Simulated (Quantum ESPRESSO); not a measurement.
The system is PbS (Galena).

```
Pb S
1.0
     0.00000    2.96575    2.96575
     2.96575    0.00000    2.96575
     2.96575    2.96575    0.00000
Pb S
1 1
Cartesian
  0.0000 0.0000 0.0000
  2.9657 2.9657 2.9657
```

Base run:

```yaml
Program: Quantum ESPRESSO 7.5
Functional: HLE16
Potentials_or_basis: PseudoDojo 0.4.1 SR PBE standard
Cutoff: 762 eV
Density_cutoff: 3048 eV
k_mesh: 8 × 8 × 8
Occupations: fermi-dirac, width 0.05 eV
Spin: no spin polarisation
```

Its results: band gap on the k mesh 1.48 eV, direct; pressure -4.6 GPa.

Q: After a change of settings the same cell gave: band gap on the k mesh 0.32 eV, direct; pressure -0.2 GPa. Which change was it?
A. functional from HLE16 to vdW-DF2
B. functional from HLE16 to rPW86PBE; dispersion from none to rVV10
C. functional from HLE16 to AM05

A: C.

Caveats: the potentials were made for another functional, which shifts forces and pressure; spin-orbit coupling is left out, which as a rule narrows the gap of such compounds by several tenths of an eV; the potentials were made for a functional far from this one (some runs).
